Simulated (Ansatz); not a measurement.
**Cost of a DFT run on TiS₂**

```yaml
crystal:
  lattice:
    - [3.4120005726, 0.0, 0.0]
    - [-1.7060002863, 2.9548791736, 0.0]
    - [0.0, 0.0, 5.695]
  atoms:
    - { symbol: Ti, position: [0.0, 0.0, 0.0] }
    - { symbol: S, position: [0.3333333333, 0.6666666667, 0.25] }
    - { symbol: S, position: [0.6666666667, 0.3333333333, 0.75] }
kpoints:
  mp_grid: { grid: [11, 11, 6] }
scf:
  occupations: { method: fermi_dirac, width: 0.05 }
hamiltonian:
  xc: pbe
  pseudopotentials: { kind: paw }
output:
  forces: true
  stress: true
  populations: true
  efg:
    quadrupole_moments_barn: { Ti: 0.247, S: -0.0694 }
    contact_densities: true
relax:
  f_tol: 0.02
  max_steps: 60
```

```sh
ansatz run input.yaml --threads 1 --pin off --max-ram 3072MiB --backend cpu --events-out ev --progress --plain --runs-dir out
```

It runs on 1 thread of Arm Neoverse V2 (aarch64; 8 cores open to the job, memory cap 3.0 GiB, no GPU), a shared host with a load of 0.2 a core.

Task: Estimate the wall time and the peak memory.

Result: About 11 s of wall time (11 s of CPU time) and 0.41 GiB. The run holds 24 valence electrons in 16 bands, about 1123 plane waves a k-point and 84 irreducible k-points, and took 18 SCF iterations, over 3 ionic steps. Times on a shared host vary by tens of per cent.
